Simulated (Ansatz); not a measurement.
**Re: strong compression**

An exercise on one series of results from a longer session: the logs are not shown, and one member is left open.

Computed with Ansatz 0.2.0 (DFT, PBE, PAW with Ansatz's default frozen-core files, scalar-relativistic, unless a step's input says otherwise).

1 further run of the same task is left out (it didn't finish).

## Starting point

It takes space group P6/mmm (No. 191, hexagonal). The conventional cell has a = 4.372 Å, b = 4.372 Å, c = 2.711 Å, α = 90.00°, β = 90.00°, γ = 120.00°. Re (site symmetry 6/mmm) is surrounded by 14 Re at 2.71 to 2.86 Å. Around Re (site symmetry -6m2) lie 11 Re at 2.52 to 2.86 Å.

As a file:

```cif
data_structure
_symmetry_space_group_name_H-M 'P6/mmm'
_symmetry_Int_Tables_number 191
_cell_length_a 4.3718
_cell_length_b 4.3718
_cell_length_c 2.7105
_cell_angle_alpha 90.000
_cell_angle_beta 90.000
_cell_angle_gamma 120.000
_cell_volume 44.87
loop_
_atom_site_label
_atom_site_type_symbol
_atom_site_symmetry_multiplicity
_atom_site_Wyckoff_symbol
_atom_site_fract_x
_atom_site_fract_y
_atom_site_fract_z
_atom_site_occupancy
Re1 Re 1 a 0.00000 0.00000 0.00000 1
Re2 Re 2 d 0.33333 0.66667 0.50000 1
```

The file gives the conventional cell by its symmetry; the runs use the cell typed in the input.

Whether this phase is the stable one at these pressures isn't tested.

Atoms are numbered in the order of the input: Re1, Re2, Re3.

Set-up of the first run:

input.yaml reads:

```yaml
crystal:
  lattice:
    - [4.3718150785, 0.0, 0.0]
    - [-2.1859075392, 3.7861029186, 0.0]
    - [0.0, 0.0, 2.7105253487]
  atoms:
    - { symbol: Re, position: [0.0, 0.0, 0.0] }
    - { symbol: Re, position: [0.3333333333, 0.6666666667, 0.5] }
    - { symbol: Re, position: [0.6666666667, 0.3333333333, 0.5] }
kpoints:
  mp_grid: { grid: [9, 9, 13] }
scf:
  occupations: { method: fermi_dirac, width: 0.08 }
hamiltonian:
  xc: pbe
  pseudopotentials: { kind: paw }
output:
  forces: true
  stress: true
relax:
  f_tol: 0.005
  max_steps: 40
  cell: {}
```

Started as:

```
> ansatz run input.yaml --threads 1 --pin off --max-ram 3072MiB --backend cpu --events-out ev --progress --plain --runs-dir out
```

Steps of the session up to this table: Cell relaxed at zero pressure, PAW; Volume scaled by 1, PAW; Shape and atoms relaxed at 0.78 of the volume, PAW; Volume scaled by 0.78, PAW; Shape and atoms relaxed at 0.58 of the volume, PAW; Volume scaled by 0.58, PAW; Shape and atoms relaxed at 0.5 of the volume, PAW; Volume scaled by 0.5, PAW; Shape and atoms relaxed at 0.43 of the volume, PAW; Volume scaled by 0.43, PAW; Volume scaled by 0.43, PAW (cutoff 600 eV).

One of the session's tables, all rows but one given; the rest of the session is left out.

```
             method  volume over the first  volume (Å³/atom)  pressure (GPa)
                PAW                      1                 ?               ?
                PAW                   0.78            11.854          147.20
                PAW                   0.58             8.815          595.61
                PAW                    0.5             7.599         1030.11
                PAW                   0.43             6.535         1714.38
PAW (cutoff 600 eV)                   0.43             6.535         1714.16
```

**Question.** Estimate the row for PAW, 1.

As computed: volume (Å³/atom): 15.198; pressure (GPa): -0.02. In the column «volume (Å³/atom)» it is the highest.
